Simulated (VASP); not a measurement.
LiH9O5, 15 atoms in the cell. The cell holds a amorphous, 15 atoms: a = 5.974 Å, b = 5.974 Å, c = 5.974 Å, α = 90.00°, β = 90.00°, γ = 90.00°. The cell was built by a generator and needn't be a form met in nature.

- Program: VASP 6.6.1
- Task: single point
- Functional: PBE
- Dispersion: D3(BJ)
- Potentials or basis: VASP PAW PBE potentials, release 64 (O, H, Li_sv)
- Cutoff: 520 eV
- k mesh: 1 × 1 × 1
- Occupations: fermi-dirac, width 0.02 eV
- Spin: no spin polarisation
- Dipole correction: no
- Further INCAR settings: ALGO = Fast; EDIFF = 1e-06; NBANDS = 34

Potentials or basis: VASP PAW PBE potentials, release 64 (O, H, Li_sv).

The run is started by

```bash
$ cat potpaw_PBE.64/O/POTCAR potpaw_PBE.64/H/POTCAR potpaw_PBE.64/Li_sv/POTCAR > POTCAR
$ mpirun -np 1 vasp_gam > vasp.out
```

Hardware: 1 thread of AMD EPYC 9R45 96-Core Processor (Zen 5), with other jobs on the host.

Question: Estimate the wall time of this run.

Answer: It took 14 s on 1 thread of AMD EPYC 9R45 96-Core Processor (Zen 5) (shared host), peak memory 0.28 GiB. Counts: scf iterations 21, k points 1.
